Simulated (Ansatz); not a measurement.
# Silicon, hcp under LDA: from relaxation to bulk modulus, part 1 of 2

What does LDA give for silicon in the hcp structure? We relax it, solve it on a dense k-mesh, switch on spin-orbit coupling, then scale the cell to 7 volumes from 88 to 112 % of the relaxed one and try a fit of the equation of state. The k-meshes are 13×13×7 for the relaxation; 22×22×12 for the dense run; 13×13×7 for spin-orbit coupling; 15×15×8 for the volumes.

This is Si in the hcp structure; at room conditions it is diamond.

Computed with Ansatz 0.2.0 (DFT LDA (PW92), plane waves (420 eV) with PAW, scalar-relativistic; the PAW data stem from PBE, with regenerated cores, unless a step says otherwise).

## Step 1: The starting structure

The structure is hexagonal, space group P6_3/mmc (No. 194). Conventional cell: a = 2.769 Å, b = 2.769 Å, c = 4.522 Å, α = 90.00°, β = 90.00°, γ = 120.00°. Si (site symmetry -6m2) is surrounded by 12 Si at 2.77 Å.

As a file:

```cif
data_structure
_symmetry_space_group_name_H-M 'P6_3/mmc'
_symmetry_Int_Tables_number 194
_cell_length_a 2.7692
_cell_length_b 2.7692
_cell_length_c 4.5221
_cell_angle_alpha 90.000
_cell_angle_beta 90.000
_cell_angle_gamma 120.000
_cell_volume 30.03
loop_
_atom_site_label
_atom_site_type_symbol
_atom_site_symmetry_multiplicity
_atom_site_Wyckoff_symbol
_atom_site_fract_x
_atom_site_fract_y
_atom_site_fract_z
_atom_site_occupancy
Si1 Si 2 c 0.33333 0.66667 0.25000 1
```

## Step 2: Relaxation of the cell

The input, input.yaml:

```yaml
crystal:
  lattice:
    - [2.7691764586, 0.0, 0.0]
    - [-1.3845882293, 2.3981771607, 0.0]
    - [0.0, 0.0, 4.5220651569]
  atoms:
    - { symbol: Si, position: [0.3333333333, 0.6666666667, 0.25] }
    - { symbol: Si, position: [0.6666666667, 0.3333333333, 0.75] }
hamiltonian:
  xc: lda
  pseudopotentials:
    kind: paw
    azcp:
      Si: "pseudopotentials/Si.paw.azcp"
basis:
  ecutwfc: 420
  fft_grid_basis: typed
kpoints:
  mp_grid: { grid: [13, 13, 7], shift: [0, 0, 0] }
magnetization:
  spin_polarized: false
scf:
  occupations: { method: fermi_dirac, width: 0.1 }
relax:
  max_steps: 60
  f_tol: 0.01
  cell: {}
```

Standard output (excerpt; [...] marks lines left out):

```text
Warning: <dir> the record states the generating functional pbe (its physics header spells it `PBE`), which answers neither for hamiltonian.xc's functional nor for the lda family's — results may be inconsistent (PPs are generated against a specific XC)
Warning: RAYON_NUM_THREADS=2 ignored (pool sized by the plan → 2); use --threads N
[...]
Pseudopotentials: kind: paw
Pseudopotential: Si, paw, valence charge 4, recommended cutoff 420 eV (normal), <dir>
Functional definition: SPW92
[...]
Crystal: 2 atoms, lattice volume = 30.031 Å³
Basis set: ecut = 420 eV, 591 PW (Γ)
Bands: 8, of which v1, the nominal top of the filled ones, is band 4 counted from 1 (3 counted from 0)
Symmetry: 24 space group operations
Space group: P63/mmc (ITA 194), of the structure as read, at distance tolerance 3.1e-5 Å
k-points: 84 of 1183
[...]
SCF iter   1: F=—  HF=-1216.412322 eV  |F-HF|=—  |Δ(HF+E_count)|=         —  Δρ=4.60e-3  dr2=5.00e-3  ethr=1.77e-3  ⟨swp⟩=5.0  Hψ=5272  notcnv=0
[...]
relax step   1: F+E_penalty+E_count = -1216.41028558 eV  Δ(F+E_penalty+E_count) = +0.000e0 eV  max|allowed force component| = 4.996e-16 eV/Å  Δτ_max = 0.0000 Å  P = -6.580 GPa  Ω = 30.031 Å³  (6 SCF iters, dr2 threshold 1.00e-7 eV, accepted)
[...]
relax step   4: F+E_penalty+E_count = -1216.46357212 eV  Δ(F+E_penalty+E_count) = -1.828e-4 eV  max|allowed force component| = 1.480e-16 eV/Å  Δτ_max = 0.0000 Å  P = +0.083 GPa  Ω = 27.642 Å³  energy of the carried Pulay correction = +8.443e-4 eV  (6 SCF iters, dr2 threshold 2.00e-7 eV, accepted)
[...]
relax step  11: F+E_penalty+E_count = -1216.46405196 eV  Δ(F+E_penalty+E_count) = -5.529e-6 eV  max|allowed force component| = 2.776e-16 eV/Å  Δτ_max = 0.0000 Å  P = -0.001 GPa  Ω = 27.670 Å³  energy of the carried Pulay correction = +3.097e-6 eV  (7 SCF iters, dr2 threshold 6.79e-9 eV, accepted)
[...]
relax step  12: F+E_penalty+E_count = -1216.46404894 eV  Δ(F+E_penalty+E_count) = +3.017e-6 eV  max|allowed force component| = 2.128e-16 eV/Å  Δτ_max = 0.0000 Å  P = -0.001 GPa  Ω = 27.670 Å³  stress off target by 6.87e-3 GPa  SCF on the basis re-selected at this cell (its energy is not [...]
SCF converged after 6 iterations
Free energy (F): -1216.464049 eV
[...]
E sigma→0 (E₀):  -1216.452624 eV
Entropy (-TS):   -0.022850 eV (-11.425 meV/atom)
Fermi energy:    11.134430 eV
[...]
--- Forces (eV/Å), atoms counted from 1 ---
  atom   1  Si    -0.00000000    -0.00000000     0.00000000
  atom   2  Si     0.00000000     0.00000000     0.00000000
[...]
--- Stress (GPa, compression-positive) ---
        0.001481       0.000000       0.000000
        0.000000       0.001481      -0.000000
        0.000000      -0.000000      -0.006868
  P = ⅓ Tr σ = -0.0013 GPa (-0.013 kbar)
--- Relaxed structure (10 steps of the walk, 8 accepted, 2 SCFs on fresh bases) ---
  F+E_penalty+E_count = -1216.46404894 eV   max|allowed force component| = 2.128e-16 eV/Å   (the final SCF, on the basis selected at the relaxed cell)
  cell:  # Å, volume = 27.6696 Å³
    - [2.665645427455184, 0.0, 0.0]
    - [-1.332822713727592, 2.3085166576580183, 0.0]
    - [0.0, 0.0, 4.496433087093601]
  atoms:
    - { symbol: Si, position: [0.3333333333333333, 0.6666666666666666, 0.24999999999999997] }
    - { symbol: Si, position: [0.6666666666666665, 0.3333333333333333, 0.7499999999999999] }
```

It took 5.4 s on 2 threads of an Arm CPU, shared host; peak memory 0.29 GiB.

The walk, from the log:

```
step  energy change (meV/atom)  largest force (eV/Å)  pressure (GPa)  volume (Å³/atom)  accepted
   1                      0.00                0.0000           -6.58            15.015       yes
   2                    -25.45                0.0000           -1.37            14.042       yes
   3                    -26.55                0.0000            0.19            13.804       yes
   4                    -26.64                0.0000            0.08            13.821       yes
   5                    -26.56                0.0000           -0.43            13.907        no
   6                    -26.93                0.0000           -0.03            13.842       yes
   7                    -26.01                0.0000           -0.16            13.866        no
   8                    -27.12                0.0000            0.05            13.833       yes
   9                    -27.11                0.0000            0.00            13.840       yes
  10                    -26.88                0.0000           -0.04            13.840       yes
  11                    -26.88                0.0000            0.00            13.835       yes
  12                    -26.88                0.0000            0.00            13.835       yes
```

Steps that repeat a cell are solved on a basis chosen anew, so their changes of energy are no gain of the relaxation.

The cell of the run, before and after:

|  | before | after | change |
| --- | --- | --- | --- |
| a (Å) | 2.769 | 2.666 | -3.7 % |
| b (Å) | 2.769 | 2.666 | -3.7 % |
| c (Å) | 4.522 | 4.496 | -0.6 % |
| volume (Å³/atom) | 15.015 | 13.835 | -7.9 % |
| shortest distance (Å) | 2.769 | 2.666 | -3.7 % |
| space group (spins left aside) | P6_3/mmc | P6_3/mmc | same |

## Step 3: Dense single point

The input, input.yaml:

```yaml
crystal:
  lattice:
    - [2.6656454275, 0.0, 0.0]
    - [-1.3328227137, 2.3085166577, 0.0]
    - [0.0, 0.0, 4.4964330871]
  atoms:
    - { symbol: Si, position: [0.3333333333, 0.6666666667, 0.25] }
    - { symbol: Si, position: [0.6666666667, 0.3333333333, 0.75] }
hamiltonian:
  xc: lda
  pseudopotentials:
    kind: paw
    azcp:
      Si: "pseudopotentials/Si.paw.azcp"
basis:
  ecutwfc: 420
  fft_grid_basis: typed
kpoints:
  mp_grid: { grid: [22, 22, 12], shift: [0, 0, 0] }
magnetization:
  spin_polarized: false
scf:
  occupations: { method: fermi_dirac, width: 0.1 }
```

Standard output (excerpt; [...] marks lines left out):

```text
Warning: <dir> the record states the generating functional pbe (its physics header spells it `PBE`), which answers neither for hamiltonian.xc's functional nor for the lda family's — results may be inconsistent (PPs are generated against a specific XC)
Warning: RAYON_NUM_THREADS=2 ignored (pool sized by the plan → 2); use --threads N
[...]
[... 3 set-up lines as earlier in the session ...]
[...]
Crystal: 2 atoms, lattice volume = 27.670 Å³
Basis set: ecut = 420 eV, 549 PW (Γ)
Bands: 8, of which v1, the nominal top of the filled ones, is band 4 counted from 1 (3 counted from 0)
[... 1 set-up line as earlier in the session ...]
Space group: P63/mmc (ITA 194), of the structure as read, at distance tolerance 3.0e-5 Å
k-points: 364 of 5808
[...]
SCF iter   1: F=—  HF=-1216.476061 eV  |F-HF|=—  |Δ(HF+E_count)|=         —  Δρ=4.50e-3  dr2=3.92e-3  ethr=1.77e-3  ⟨swp⟩=5.0  Hψ=22789  notcnv=0
[...]
SCF iter   6: F=-1216.474629 eV  HF=-1216.474629 eV  |F-HF|=1.36e-12  |Δ(HF+E_count)|=  9.09e-11  Δρ=1.68e-7  dr2=3.04e-12  ethr=4.34e-12  ⟨swp⟩=1.0  Hψ=8450  notcnv=0
[...]
SCF converged after 6 iterations
Free energy (F): -1216.474629 eV
[...]
E sigma→0 (E₀):  -1216.461383 eV
Entropy (-TS):   -0.026492 eV (-13.246 meV/atom)
Fermi energy:    11.151992 eV
[...]
```

Run time: 1.5 s. Hardware: 2 threads of an Arm CPU, shared host; peak memory 0.33 GiB.

## Step 4: A two-component run at the same geometry

input.yaml: that of step 3 with these lines changed.

```diff
@@ -11,3 +11,3 @@
   pseudopotentials:
-    kind: paw
+    kind: paw_fr
     azcp:
@@ -18,6 +18,12 @@
 kpoints:
-  mp_grid: { grid: [22, 22, 12], shift: [0, 0, 0] }
+  mp_grid: { grid: [13, 13, 7], shift: [0, 0, 0] }
 magnetization:
-  spin_polarized: false
+  noncollinear: true
+  spin_orbit: true
 scf:
   occupations: { method: fermi_dirac, width: 0.1 }
+output:
+  write_density: true
+  write_potential: true
+  elf: true
+  volumetric_format: npy
```

Standard output (excerpt; [...] marks lines left out):

```text
Warning: <dir> the record states the generating functional pbe (its physics header spells it `PBE`), which answers neither for hamiltonian.xc's functional nor for the lda family's — results may be inconsistent (PPs are generated against a specific XC)
Warning: RAYON_NUM_THREADS=2 ignored (pool sized by the plan → 2); use --threads N
[...]
Pseudopotentials: kind: paw_fr
Pseudopotential: Si, paw_fr, valence charge 4, recommended cutoff 420 eV (normal), <dir>
[... 1 set-up line as earlier in the session ...]
[...]
non-collinear run that drives no moment, with spin-orbit: no starting moment large enough to seed its density (crystal.atoms[].spin), no starting occupations that ask for one, no magnetisation constraint and no magnetic field, so the semilocal B_xc is pinned to zero
Crystal: 2 atoms, lattice volume = 27.670 Å³
Basis set: ecut = 420 eV, 549 PW (Γ)
Bands: 16, of which v1, the nominal top of the filled ones, is band 8 counted from 1 (7 counted from 0)
Symmetry: 24 space group operations + 24 with time reversal
[...]
SCF iter   1: F=—  HF=-1216.496386 eV  |F-HF|=—  |Δ(HF+E_count)|=         —  Δρ=1.83e-2  dr2=7.97e-2  dr2_m=0.00e0 (ungated)  ethr=3.10e-3  |M|=0.00e0 ∫|m|=0.00e0 μB  |m|>n=0.0e0 m-floor=0.0e0 τ_xc=0.0e0  β_m=0.30  ⟨swp⟩=6.3  Hψ=4967  notcnv=0  defer=6
[...]
SCF iter   5: F=-1216.467757 eV  HF=-1216.467757 eV  |F-HF|=2.41e-9  |Δ(HF+E_count)|=   3.33e-6  Δρ=4.81e-6  dr2=6.24e-9  dr2_m=0.00e0 (ungated)  ethr=1.25e-9  |M|=0.00e0 ∫|m|=0.00e0 μB  |m|>n=0.0e0 m-floor=0.0e0 τ_xc=0.0e0  ⟨swp⟩=5.0  Hψ=2681  notcnv=0
[...]
SCF converged after 5 iterations
Magnetization: |M| = 0.0000 μB,  M = (+0.0000, +0.0000, +0.0000) μB
Absolute magnetization: 0.0000 μB (∫|m|)
  site 0: m = (+0.0000, +0.0000, +0.0000) μB, |m| = 0.0000 μB  (R = 1.10 Å)
  site 1: m = (+0.0000, +0.0000, +0.0000) μB, |m| = 0.0000 μB  (R = 1.10 Å)
Free energy (F): -1216.467757 eV
[...]
E sigma→0 (E₀):  -1216.456331 eV
Entropy (-TS):   -0.022852 eV (-11.426 meV/atom)
Fermi energy:    11.134416 eV
[...]
--- Band table (eV; the first three rows and the last of 84) ---
  k-point 0: bands = ["-3.6809", "-3.6809", "2.9434", "2.9434", "3.8145", "3.8145", "20.0425", "20.0425", "20.0921", "20.0921", "21.3646", "21.3646", "21.3932", "21.3932", "21.9545", "21.9545"]
[...]
```

Run time: 3.1 s. Hardware: 2 threads of an Arm CPU, shared host; peak memory 0.33 GiB.

Side by side:

```
                          scalar-relativistic      with spin-orbit coupling
         k-mesh                      22×22×12                       13×13×7
gap on the mesh  none (levels filled in part)  none (levels filled in part)
```

The meshes differ, so small differences between the columns need not come from spin-orbit coupling.

Density in a lattice plane of the grid's cell (edges 2.67 and 4.50 Å, at 0.333 of the third edge), which holds Si.

Values in e/Å³, 12 rows by 8 columns:
```
0.28 0.23 0.24 0.31 0.38 0.40 0.39 0.36
0.35 0.28 0.30 0.38 0.34 0.22 0.25 0.37
0.39 0.32 0.34 0.39 0.26 0.07 0.12 0.33
0.35 0.28 0.30 0.38 0.34 0.22 0.25 0.37
0.28 0.23 0.24 0.31 0.37 0.39 0.38 0.35
0.24 0.22 0.23 0.25 0.29 0.30 0.30 0.27
0.28 0.29 0.29 0.27 0.25 0.24 0.24 0.26
0.35 0.37 0.37 0.34 0.28 0.24 0.25 0.30
0.39 0.40 0.40 0.37 0.30 0.26 0.27 0.32
0.35 0.37 0.37 0.34 0.28 0.24 0.25 0.30
0.28 0.29 0.29 0.27 0.25 0.24 0.24 0.26
0.24 0.22 0.23 0.25 0.28 0.30 0.30 0.27
```
Columns run along the first of these edges and rows up along the second, over one cell in 8 and 12 even steps from the bottom left corner. Atoms in the plane (fractional): Si at (0.67, 0.75).

ELF in the same plane.

Ten even steps from ' ' (0.34) to '@' (0.69):
```
--..    ..==##%%@@@@@@@@%%**
**--....==##%%%%%%####%%@@%%
%%++--==**%%%%++--::::--**%%
@@##++**%%@@**::..--::  --%%
@@%%**##@@@@**....##++  ::##
@@##****%%@@**::  ::::  --%%
%%++--==**%%%%++::....--**%%
**--....==##%%@@%%####%%@@%%
--..    ::==##%%@@@@@@@@%%**
::..  ....--==++**##****++--
----------------------------
**********++==::..    ..--==
%%%%%%%%%%##**--..    ::==**
@@@@@@@@@@@@##==::  ..::++%%
@@@@@@@@@@@@##++::  ..--**%%
@@@@@@@@@@@@##==::  ..::++%%
%%%%%%%%%%##**--..    ::==**
**********++==::..    ..--==
----------------------::----
::..    ..::==++**####**++--
```
Columns run along the first of these edges and rows up along the second, over one cell in 14 and 20 even steps from the bottom left corner. Atoms in the plane (fractional): Si at (0.67, 0.75).

Both are smooth fields of the valence electrons: close to the nuclei they are not physical.

The highest ELF values outside the cores: 0.71 beside Si, off the lines to its neighbours, 0.9 Å from Si; 0.69 in the shell around Si, 0.9 Å from Si.

## Step 5: Volume × 0.88

The input, input.yaml:

```yaml
crystal:
  lattice:
    - [2.5544452866, 0.0, 0.0]
    - [-1.2772226433, 2.2122145108, 0.0]
    - [0.0, 0.0, 4.3088597559]
  atoms:
    - { symbol: Si, position: [0.3333333333, 0.6666666667, 0.25] }
    - { symbol: Si, position: [0.6666666667, 0.3333333333, 0.75] }
hamiltonian:
  xc: lda
  pseudopotentials:
    kind: paw
    azcp:
      Si: "pseudopotentials/Si.paw.azcp"
basis:
  ecutwfc: 420
  fft_grid_basis: typed
kpoints:
  mp_grid: { grid: [15, 15, 8], shift: [0, 0, 0] }
magnetization:
  spin_polarized: false
scf:
  occupations: { method: fermi_dirac, width: 0.1 }
  lower_state_search: "off"
output:
  stress: true
  write_density: true
  write_potential: true
  elf: true
  volumetric_format: npy
```

Standard output (excerpt; [...] marks lines left out):

```text
Warning: <dir> the record states the generating functional pbe (its physics header spells it `PBE`), which answers neither for hamiltonian.xc's functional nor for the lda family's — results may be inconsistent (PPs are generated against a specific XC)
Warning: RAYON_NUM_THREADS=2 ignored (pool sized by the plan → 2); use --threads N
[...]
[... 3 set-up lines as earlier in the session ...]
[...]
Crystal: 2 atoms, lattice volume = 24.349 Å³
Basis set: ecut = 420 eV, 501 PW (Γ)
Bands: 8, of which v1, the nominal top of the filled ones, is band 4 counted from 1 (3 counted from 0)
[... 1 set-up line as earlier in the session ...]
Space group: P63/mmc (ITA 194), of the structure as read, at distance tolerance 2.9e-5 Å
k-points: 135 of 1800
[...]
SCF iter   1: F=—  HF=-1216.336797 eV  |F-HF|=—  |Δ(HF+E_count)|=         —  Δρ=4.34e-3  dr2=2.48e-3  ethr=1.77e-3  ⟨swp⟩=5.1  Hψ=8565  notcnv=0
[...]
SCF iter   6: F=-1216.336507 eV  HF=-1216.336507 eV  |F-HF|=4.55e-13  |Δ(HF+E_count)|=  7.05e-11  Δρ=1.03e-7  dr2=1.09e-12  ethr=8.43e-12  ⟨swp⟩=4.2  Hψ=4851  notcnv=0
[...]
SCF converged after 6 iterations
Free energy (F): -1216.336507 eV
[...]
E sigma→0 (E₀):  -1216.325569 eV
Entropy (-TS):   -0.021877 eV (-10.938 meV/atom)
Fermi energy:    13.029370 eV
[...]
--- Stress (GPa, compression-positive) ---
       15.378667       0.000000       0.000000
       -0.000000      15.378667      -0.000000
        0.000000      -0.000000      16.307726
  P = ⅓ Tr σ = 15.6884 GPa (156.884 kbar)
--- Band table (eV; the first three rows and the last of 135) ---
  k-point 0: bands = ["-3.0397", "4.4133", "4.8220", "23.0817", "23.0817", "24.0438", "24.0438", "24.5490"]
[...]
```

Wall time 0.96 s (2 threads of an Arm CPU, shared host); peak memory 0.29 GiB.

## Step 6: Volume × 0.92

input.yaml: that of step 5 with these lines changed.

```diff
@@ -2,5 +2,5 @@
   lattice:
-    - [2.5544452866, 0.0, 0.0]
-    - [-1.2772226433, 2.2122145108, 0.0]
-    - [0.0, 0.0, 4.3088597559]
+    - [2.5925769574, 0.0, 0.0]
+    - [-1.2962884787, 2.2452375064, 0.0]
+    - [0.0, 0.0, 4.3731805783]
   atoms:
@@ -26,5 +26 @@
   stress: true
-  write_density: true
-  write_potential: true
-  elf: true
-  volumetric_format: npy
```

Standard output (excerpt; [...] marks lines left out):

```text
Warning: <dir> the record states the generating functional pbe (its physics header spells it `PBE`), which answers neither for hamiltonian.xc's functional nor for the lda family's — results may be inconsistent (PPs are generated against a specific XC)
Warning: RAYON_NUM_THREADS=2 ignored (pool sized by the plan → 2); use --threads N
[...]
[... 3 set-up lines as earlier in the session ...]
[...]
Crystal: 2 atoms, lattice volume = 25.456 Å³
Basis set: ecut = 420 eV, 537 PW (Γ)
Bands: 8, of which v1, the nominal top of the filled ones, is band 4 counted from 1 (3 counted from 0)
[... 2 set-up lines as earlier in the session ...]
k-points: 135 of 1800
[...]
SCF iter   1: F=—  HF=-1216.422046 eV  |F-HF|=—  |Δ(HF+E_count)|=         —  Δρ=4.39e-3  dr2=2.92e-3  ethr=1.77e-3  ⟨swp⟩=5.0  Hψ=8489  notcnv=0
[...]
SCF iter   6: F=-1216.421379 eV  HF=-1216.421379 eV  |F-HF|=1.82e-12  |Δ(HF+E_count)|=  8.98e-11  Δρ=1.26e-7  dr2=1.62e-12  ethr=5.46e-12  ⟨swp⟩=1.0  Hψ=3141  notcnv=0
[...]
SCF converged after 6 iterations
Free energy (F): -1216.421379 eV
[...]
E sigma→0 (E₀):  -1216.410206 eV
Entropy (-TS):   -0.022347 eV (-11.173 meV/atom)
Fermi energy:    12.359022 eV
[...]
--- Stress (GPa, compression-positive) ---
        8.758034       0.000000       0.000000
        0.000000       8.758034       0.000000
        0.000000       0.000000       9.851776
  P = ⅓ Tr σ = 9.1226 GPa (91.226 kbar)
```

It took 0.7 s on 2 threads of an Arm CPU, shared host; peak memory 0.29 GiB.

## Step 7: Volume × 0.96

input.yaml: that of step 6 with these lines changed.

```diff
@@ -2,5 +2,5 @@
   lattice:
-    - [2.5925769574, 0.0, 0.0]
-    - [-1.2962884787, 2.2452375064, 0.0]
-    - [0.0, 0.0, 4.3731805783]
+    - [2.6296187756, 0.0, 0.0]
+    - [-1.3148093878, 2.277316662, 0.0]
+    - [0.0, 0.0, 4.4356630283]
   atoms:
```

Standard output (excerpt; [...] marks lines left out):

```text
Warning: <dir> the record states the generating functional pbe (its physics header spells it `PBE`), which answers neither for hamiltonian.xc's functional nor for the lda family's — results may be inconsistent (PPs are generated against a specific XC)
Warning: RAYON_NUM_THREADS=2 ignored (pool sized by the plan → 2); use --threads N
[...]
[... 3 set-up lines as earlier in the session ...]
[...]
Crystal: 2 atoms, lattice volume = 26.563 Å³
Basis set: ecut = 420 eV, 549 PW (Γ)
Bands: 8, of which v1, the nominal top of the filled ones, is band 4 counted from 1 (3 counted from 0)
[... 2 set-up lines as earlier in the session ...]
k-points: 135 of 1800
[...]
SCF iter   1: F=—  HF=-1216.466488 eV  |F-HF|=—  |Δ(HF+E_count)|=         —  Δρ=4.44e-3  dr2=3.38e-3  ethr=1.77e-3  ⟨swp⟩=5.0  Hψ=8432  notcnv=0
[...]
SCF iter   6: F=-1216.465463 eV  HF=-1216.465463 eV  |F-HF|=9.09e-13  |Δ(HF+E_count)|=  1.35e-10  Δρ=1.50e-7  dr2=2.38e-12  ethr=5.21e-12  ⟨swp⟩=1.0  Hψ=3102  notcnv=0
[...]
SCF converged after 6 iterations
Free energy (F): -1216.465463 eV
[...]
E sigma→0 (E₀):  -1216.453677 eV
Entropy (-TS):   -0.023571 eV (-11.786 meV/atom)
Fermi energy:    11.736770 eV
[...]
--- Stress (GPa, compression-positive) ---
        3.437654       0.000000       0.000000
        0.000000       3.437654       0.000000
        0.000000       0.000000       4.649919
  P = ⅓ Tr σ = 3.8417 GPa (38.417 kbar)
```

It took 0.7 s on 2 threads of an Arm CPU, shared host; peak memory 0.29 GiB.

(Continued in part 2 of 2.)
